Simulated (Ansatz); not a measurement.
## TiAl3: relaxation of cell and atoms with PBEsol

Crystal: TiAl3.

```
Ti Al
1.0
    -1.91111    1.91111    4.28067
     1.91111   -1.91111    4.28067
     1.91111    1.91111   -4.28067
Ti Al
1 3
Direct
  0.00000 0.00000 0.00000
  0.25000 0.75000 0.50000
  0.75000 0.25000 0.50000
  0.50000 0.50000 0.00000
```

The cell comes from a database or a generator and needn't be the stable form of this composition.

* Program: Ansatz 0.2.0
* Task: relaxation of cell and atoms
* Functional: PBEsol
* Potentials or basis: Ansatz PAW
* Cutoff: 420 eV (not typed: the program's choice for these potentials)
* k mesh: 10 × 10 × 10
* Occupations: fermi-dirac, width 0.05 eV
* Spin: no spin polarisation
* Target pressure (GPa): 0

* Relaxed volume: 15.57 Å³/atom
* Relaxed cell: a = 5.054 Å, b = 5.054 Å, c = 5.054 Å, α = 135.63°, β = 135.63°, γ = 64.56°
* Space group after relaxing (to 0.05 Å): I4/mmm (No. 139)
* Energy gained by relaxing: 0.1 meV/atom
* Ionic steps: 4
* Pressure after relaxing: 0.0 GPa
* Band gap on the k mesh: none (metal or under the smearing width)

Step by step:
| step | energy change (eV) | largest force (eV/Å) | volume (Å³) |
| --- | --- | --- | --- |
| 1 | 0.0000 | 0.0000 | 62.54 |
| 2 | -0.0004 | 0.0000 | 62.15 |
| 3 | -0.0005 | 0.0000 | 62.27 |
| 4 | -0.0004 | 0.0000 | 62.27 |

Final structure:
```yaml
crystal:
  lattice:
    - [-1.90858, 1.90858, 4.27331]
    - [1.90858, -1.90858, 4.27331]
    - [1.90858, 1.90858, -4.27331]
  atoms:
    - { symbol: Ti, position: [0.00000, 0.00000, 0.00000] }
    - { symbol: Al, position: [0.25000, 0.75000, 0.50000] }
    - { symbol: Al, position: [0.75000, 0.25000, 0.50000] }
    - { symbol: Al, position: [0.50000, 0.50000, 0.00000] }
```

Levels at points of the mesh, in eV from the Fermi level:
| k point | band 9 | band 10 | band 11 | band 12 | band 13 | band 14 |
| --- | --- | --- | --- | --- | --- | --- |
| (0.00, 0.00, 0.00) | -1.23 | -1.23 | 0.85 | 1.76 | 1.76 | 2.23 |
| (0.00, 0.00, -0.50) | -2.70 | -2.21 | -0.99 | 1.79 | 1.97 | 2.71 |
| (0.00, -0.50, 0.00) | -1.06 | -0.26 | 0.51 | 1.83 | 2.11 | 2.75 |
| (-0.50, -0.50, -0.50) | -0.91 | -0.24 | 0.71 | 0.71 | 0.97 | 3.08 |

It took 9.9 s on 2 threads of Arm Neoverse V2, with other jobs on the host, peak memory 0.42 GiB.

Caveat: the plane-wave basis is chosen anew once the cell has moved, so the energies of steps on either side of that aren't comparable; the PAW data sets come from PBE, with cores solved anew for the run's functional, which leaves a small shift of forces and pressure.
